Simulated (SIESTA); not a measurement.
WS in SIESTA: the effect of dispersion

WS, a slab with vacuum:

```
W S
1.0
     3.18352    0.00000    0.00000
    -1.59176    2.75701    0.00000
     0.00000    0.00000   31.95058
W S
2 2
Direct
  0.33333 0.66667 0.23474
  0.33333 0.66667 0.76526
  0.66667 0.33333 0.28355
  0.66667 0.33333 0.71645
```

Alike in all runs:

| Property | Result |
| --- | --- |
| Program | SIESTA 5.4.2 |
| Task | single point |
| Functional | PBE |
| Potentials or basis | PseudoDojo 0.4 standard (PBE files) |
| Basis | DZP (energy shift 0.003 Ry; two zetas on semicore shells) |
| Grid cutoff | 800 Ry |
| Energy shift | 0.003 Ry |
| k mesh | 10 × 10 × 1 |
| Occupations | fermi-dirac, width 0.05 eV |
| Spin | no spin polarisation |

| dispersion | largest force (eV/Å) |
| --- | --- |
| none | 0.10 |
| D3 | 0.10 |
| D3(BJ) | ? |
| D4 | 0.14 |

Problem. What does the run with dispersion D3(BJ) give?

Solution. Largest force 0.13 eV/Å.
